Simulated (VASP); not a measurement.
# BeTe (F-43m) in VASP: single point with HSE06

Aim: the single point of BeTe with HSE06.

Everything below comes from runs of VASP 6.6.1. Logs are shortened: lines on timing, memory, paths and dates and some standing lists are left out, and cuts for length are marked.

## 1. The crystal as given

The structure is cubic, space group F-43m (No. 216). The conventional cell has a = 5.657 Å, b = 5.657 Å, c = 5.657 Å, α = 90.00°, β = 90.00°, γ = 90.00°. Be (site symmetry -43m) has 4 Te at 2.45 Å as nearest neighbours. Te (site symmetry -43m) is surrounded by 4 Be at 2.45 Å.

## 2. Single point, HSE06

POSCAR reads:

```
BeTe
1.0
    0.0000000000      2.8286228760      2.8286228760
    2.8286228760      0.0000000000      2.8286228760
    2.8286228760      2.8286228760      0.0000000000
Be Te
1 1
Direct
    0.0000000000      0.0000000000      0.0000000000
    0.2500000000      0.2500000000      0.2500000000
```

INCAR.step1 reads:

```
  PREC = Accurate
  ENCUT = 520
  EDIFF = 1E-5
  ISMEAR = 0
  SIGMA = 0.01
  LREAL = F
  LASPH = T
  NELM = 100
  ALGO = Normal
  ISIF = 2
  LWAVE = T
  LCHARG = F
  GGA = PE
  NBANDS = 11
```

INCAR.step2 reads:

```
  PREC = Accurate
  ENCUT = 520
  EDIFF = 1E-6
  ISMEAR = 0
  SIGMA = 0.01
  LREAL = F
  LASPH = T
  NELM = 100
  ALGO = Normal
  ISIF = 2
  LWAVE = F
  LCHARG = F
  GGA = PE
  LHFCALC = T
  HFSCREEN = 0.2079
  PRECFOCK = Normal
  ISTART = 1
  NBANDS = 11
```

KPOINTS reads:

```
regular mesh
0
Gamma
  4 4 4
```

Potentials or basis: VASP PAW PBE potentials, release 64 (Be, Te).

Command:

```console
$ cat potpaw_PBE.64/Be/POTCAR potpaw_PBE.64/Te/POTCAR > POTCAR
$ cp INCAR.step1 INCAR
$ mpirun -np 1 vasp_std > vasp.out
$ cp INCAR.step2 INCAR
$ mpirun -np 1 vasp_std > vasp.out
```

OUTCAR:

```text
PREC = Accurate
   ENCUT = 520
   EDIFF = 1E-6
   ISMEAR = 0
   LREAL = F
   LASPH = T
   NELM = 100
   ISIF = 2
   GGA = PE
   LHFCALC = T
   HFSCREEN = 0.2079
   PRECFOCK = Normal
   ISTART = 1

 ion  position               nearest neighbor table
   1  0.000  0.000  0.000-   2 2.45   2 2.45   2 2.45   2 2.45
   2  0.250  0.250  0.250-   1 2.45   1 2.45   1 2.45   1 2.45

  LATTYP: Found a face centered cubic cell.
 ALAT       =     5.6572457520

  Lattice vectors:

 A1 = (   0.0000000000,   2.8286228760,   2.8286228760)
 A2 = (   2.8286228760,   0.0000000000,   2.8286228760)
 A3 = (   2.8286228760,   2.8286228760,   0.0000000000)

Analysis of symmetry for initial positions (statically):
=====================================================================
 Subroutine PRICEL returns:
 Original cell was already a primitive cell.

 Routine SETGRP: Setting up the symmetry group for a
 face centered cubic supercell.

 Subroutine GETGRP returns: Found 24 space group operations
 (whereof 24 operations were pure point group operations)
 out of a pool of 48 trial point group operations.

The static configuration has the point symmetry T_d .

Analysis of symmetry for dynamics (positions and initial velocities):
=====================================================================
 Subroutine PRICEL returns:
 Original cell was already a primitive cell.

 Routine SETGRP: Setting up the symmetry group for a
 face centered cubic supercell.

 Subroutine GETGRP returns: Found 24 space group operations
 (whereof 24 operations were pure point group operations)
 out of a pool of 48 trial point group operations.

The dynamic configuration has the point symmetry T_d .

 Subroutine INISYM returns: Found 24 space group operations
 (whereof 24 operations are pure point group operations),
 and found     1 'primitive' translations

----------------------------------------------------------------------------------------

                                     Primitive cell

  volume of cell :      45.2642

  direct lattice vectors                    reciprocal lattice vectors
     0.000000000  2.828622876  2.828622876    -0.176764462  0.176764462  0.176764462
     2.828622876  0.000000000  2.828622876     0.176764462 -0.176764462  0.176764462
     2.828622876  2.828622876  0.000000000     0.176764462  0.176764462 -0.176764462

  length of vectors
     4.000276834  4.000276834  4.000276834     0.306165029  0.306165029  0.306165029

  position of ions in fractional coordinates (direct lattice)
     0.000000000  0.000000000  0.000000000
     0.250000000  0.250000000  0.250000000

  ion indices of the primitive-cell ions
   primitive index   ion index
                 1           1
                 2           2

----------------------------------------------------------------------------------------

 KPOINTS: regular mesh

Automatic generation of k-mesh.
 Grid dimensions read from file:
 generate k-points for:    4    4    4

 Generating k-lattice:

  Cartesian coordinates                     Fractional coordinates (reciprocal lattice)
    -0.044191115  0.044191115  0.044191115     0.250000000  0.000000000  0.000000000
     0.044191115 -0.044191115  0.044191115     0.000000000  0.250000000  0.000000000
     0.044191115  0.044191115 -0.044191115     0.000000000  0.000000000  0.250000000

  Length of vectors
     0.076541257  0.076541257  0.076541257

  Shift w.r.t. Gamma in fractional coordinates (k-lattice)
     0.000000000  0.000000000  0.000000000

 Subroutine IBZKPT returns following result:
 ===========================================

 Found      8 irreducible k-points:

 Following reciprocal coordinates:
            Coordinates               Weight
  0.000000  0.000000  0.000000      1.000000
  0.250000  0.000000  0.000000      8.000000
  0.500000  0.000000  0.000000      4.000000
  0.250000  0.250000  0.000000      6.000000
  0.500000  0.250000  0.000000     24.000000
 -0.250000  0.250000  0.000000     12.000000
  0.500000  0.500000  0.000000      3.000000
 -0.250000  0.500000  0.250000      6.000000
   k-points           NKPTS =      8   k-points in BZ     NKDIM =     64   number of bands    NBANDS=     11
   number of dos      NEDOS =    301   number of ions     NIONS =      2
   total plane-waves  NPLWV =  27000
   dimension x,y,z NGX =    30 NGY =   30 NGZ =   30
   dimension x,y,z NGXF=    60 NGYF=   60 NGZF=   60
   ions per type =               1   1
   NGX,Y,Z   is equivalent  to a cutoff of  12.47, 12.47, 12.47 a.u.
   NGXF,Y,Z  is equivalent  to a cutoff of  24.94, 24.94, 24.94 a.u.
 SYSTEM =  unknown system
   PREC   = accura    normal or accurate (medium, high low for compatibility)
   ISTART =      1    job   : 0-new  1-cont  2-samecut
   ICHARG =      0    charge: 1-file 2-atom 10-const
   ISPIN  =      1    spin polarized calculation?
   LNONCOLLINEAR =      F non collinear calculations
   LSORBIT =      F    spin-orbit coupling
   LASPH  =      T    aspherical Exc in radial PAW
   ENCUT  =  520.0 eV  38.22 Ry    6.18 a.u.   7.44  7.44  7.44*2*pi/ulx,y,z
   NELM   =    100;   NELMIN=  2; NELMDL=  0     # of ELM steps
   EDIFF  = 0.1E-05   stopping-criterion for ELM
   LREAL  =      F    real-space projection
   EDIFFG = 0.1E-04   stopping-criterion for IOM
   NSW    =      0    number of steps for IOM
   IBRION =     -1    ionic relax: 0-MD 1-quasi-New 2-CG
   NFREE  =      0    steps in history (QN), initial steepest desc. (CG)
   ISIF   =      2    stress and relaxation
   ISYM   =      3    0-nonsym 1-usesym 2-fastsym
   POTIM  = 0.5000    time-step for ionic-motion
   TEBEG  =    0.0;   TEEND  =   0.0 temperature during run
   PSTRESS=    0.0 pullay stress
   NELECT =       8.0000    total number of electrons
   NUPDOWN=      -1.0000    fix difference up-down
   EMIN   =  10.00;   EMAX   =-10.00  energy-range for DOS
   EFERMI =   0.00;   METHOD = LEGACY
   ISMEAR =     0;   SIGMA  =   0.01  broadening in eV -4-tet -1-fermi 0-gaus
   EFERMI_NEDOS =   21; number of points for ismear=-14 and -15
   IALGO  =     38    algorithm
   IMIX   =      1    mixing-type and parameters
     AMIX     =   0.40;   BMIX     =  1.00
     AMIX_MAG =   1.60;   BMIX_MAG =  1.00
  volume/ion in A,a.u.               =      22.63       152.73
  Fermi-wavevector in a.u.,A,eV,Ry     =   0.918727  1.736142 11.484122  0.844059
  Thomas-Fermi vector in A             =   2.043841
   LORBIT       =      0    0 simple, 1 ext, 2 COOP (PROOUT), +10 PAW based schemes
   GGA     = PE    functional components
   LHFCALC =     T    Hartree Fock is set to
   PRECFOCK=normal    Normal, Fast or Accurate (Low or Medium for compatibility)
   ENCUT4O =  -1.0   cutoff for four orbital integrals eV
   NKREDX  =     1    reduce k-point grid by
   NKREDY  =     1    reduce k-point grid by
   NKREDZ  =     1    reduce k-point grid by
   AEXX    =    0.2500 exact exchange contribution
   HFSCREEN=    0.2079 screening length (either q_TF or 0.3 A-1)
   HFSCREENC=   0.2079 screening length for correlation (either q_TF or 0.3 A-1)
   ENCUTFOCK=  -1.0 apply spherical cutoff to Coloumb kernel
   IVDW    =     0    specifies the selected vdW correction
   LEPSILON=     F    determine dielectric tensor
   LRPA    =     F    only Hartree local field effects (RPA)
 non-spin polarized calculation
 Gauss-broadening in eV      SIGMA  =   0.01
  energy-cutoff  :      520.00
  volume of cell :       45.26
 maximum number of plane-waves:      1243
 NGX is ok and might be reduce to    30
  NGX = 24; NGY = 24; NGZ = 24

 number of electron       8.0000000 magnetization

 Free energy of the ion-electron system (eV)
  ---------------------------------------------------
  ext. energy  EPLUGINS =         0.00000000
  ---------------------------------------------------
  free energy    TOTEN  =        -8.68400908 eV

  energy without entropy =       -8.68400908  energy(sigma->0) =       -8.68400908

 E-fermi :   4.5223     XC(G=0):  -7.5135

 val. band max:        4.4715520785   @ k =   0.0000   0.0000   0.0000
 cond. band min:       7.1587532800   @ k =   0.5000   0.5000   0.0000
 fundamental gap:      2.6872012015
 Fermi energy:         4.5222638723

 k-point     1 :       0.0000    0.0000    0.0000
  band No.  band energies     occupation
      1      -8.8642      2.00000
      2       4.4716      2.00000
      3       4.4716      2.00000
      4       4.4716      2.00000
      5       8.9628      0.00000
      6       8.9628      0.00000
      7       8.9628      0.00000
      8       8.9887      0.00000
      9      13.8269      0.00000
     10      15.7373      0.00000
     11      15.7373      0.00000

 k-point     2 :       0.2500    0.0000    0.0000
  band No.  band energies     occupation
      1      -8.2555      2.00000
      2       0.9244      2.00000
      3       3.7713      2.00000
      4       3.7713      2.00000
      5       8.5530      0.00000
      6       9.8729      0.00000
      7       9.8729      0.00000
      8      12.4813      0.00000
      9      14.5057      0.00000
     10      14.5057      0.00000
     11      14.5428      0.00000

 k-point     3 :       0.5000    0.0000    0.0000
  band No.  band energies     occupation
      1      -7.3835      2.00000
      2      -1.5262      2.00000
      3       3.2740      2.00000
      4       3.2740      2.00000
      5       8.2842      0.00000
      6       9.9599      0.00000
      7       9.9599      0.00000
      8      13.3254      0.00000
      9      16.5304      0.00000
     10      17.1700      0.00000
     11      17.1700      0.00000
[... 43 lines left out ...]
 k-point     7 :       0.5000    0.5000    0.0000
  band No.  band energies     occupation
      1      -6.8379      2.00000
      2      -1.0958      2.00000
      3       1.6515      2.00000
      4       1.6515      2.00000
      5       7.1588      0.00000
      6       7.8848      0.00000
      7      15.4644      0.00000
      8      15.4644      0.00000
      9      17.2578      0.00000
     10      18.7024      0.00000
     11      19.0339      0.00000

 k-point     8 :      -0.2500    0.5000    0.2500
  band No.  band energies     occupation
      1      -6.8021      2.00000
      2      -0.5320      2.00000
      3       0.5479      2.00000
      4       1.0924      2.00000
      5      10.5651      0.00000
      6      10.9511      0.00000
      7      11.0048      0.00000
      8      11.6239      0.00000
      9      16.6031      0.00000
     10      17.4069      0.00000
     11      18.5184      0.00000

------------------------ aborting loop because EDIFF is reached ----------------------------------------

  FORCE on cell =-STRESS in cart. coord.  units (eV):
  Direction    XX          YY          ZZ          XY          YZ          ZX
  --------------------------------------------------------------------------------------
  -------------------------------------------------------------------------------------
  Total       -0.1543866     -0.1543866     -0.1543866      0.0000000     -0.0000000     -0.0000000
  in kB       -5.4646830     -5.4646830     -5.4646830      0.0000000     -0.0000000     -0.0000000
  external PRESSURE =      -5.4646830 kB  Pullay stress =       0.0000000 kB

 VOLUME and BASIS-vectors are now :
 -----------------------------------------------------------------------------
  energy-cutoff  :      520.00
  volume of cell :       45.26
      direct lattice vectors                 reciprocal lattice vectors
     0.000000000  2.828622876  2.828622876    -0.176764462  0.176764462  0.176764462
     2.828622876  0.000000000  2.828622876     0.176764462 -0.176764462  0.176764462
     2.828622876  2.828622876  0.000000000     0.176764462  0.176764462 -0.176764462

 POSITION                                       TOTAL-FORCE (eV/Angst)
 -----------------------------------------------------------------------------------
      0.00000      0.00000      0.00000         0.000000      0.000000     -0.000000
      1.41431      1.41431      1.41431        -0.000000     -0.000000      0.000000
 -----------------------------------------------------------------------------------
    total drift:                                0.000000     -0.000001     -0.000000

  FREE ENERGIE OF THE ION-ELECTRON SYSTEM (eV)
  ---------------------------------------------------
  free  energy   TOTEN  =        -8.6840090767 eV

  energy  without entropy=       -8.6840090767  energy(sigma->0) =       -8.68400908
```

It took 79 s on 1 thread of AMD EPYC 9R14 (Zen 4), shared host; peak memory 0.24 GiB.

Results:

```
Free energy            : -8.6840 eV
Pressure               : -0.5 GPa
Band gap on the k mesh : 2.69 eV, indirect (least direct gap 4.49 eV)
```

Levels at points of the mesh, in eV from the valence-band top:
| k point | band 2 | band 3 | band 4 | band 5 | band 6 | band 7 |
| --- | --- | --- | --- | --- | --- | --- |
| (0.00, 0.00, 0.00) | 0.00 | 0.00 | 0.00 | 4.49 | 4.49 | 4.49 |
| (0.50, 0.00, 0.00) | -6.00 | -1.20 | -1.20 | 3.81 | 5.49 | 5.49 |
| (0.50, 0.50, 0.00) | -5.57 | -2.82 | -2.82 | 2.69 | 3.41 | 10.99 |

Caveat: the k mesh is coarse (spacing up to 0.48 Å⁻¹), so the values aren't converged, least of all with exact exchange; the PAW data sets were made with another functional, which shifts forces and pressure a little; spin-orbit coupling is left out, which moves the levels of the heavy elements. A k mesh can miss the band edges.
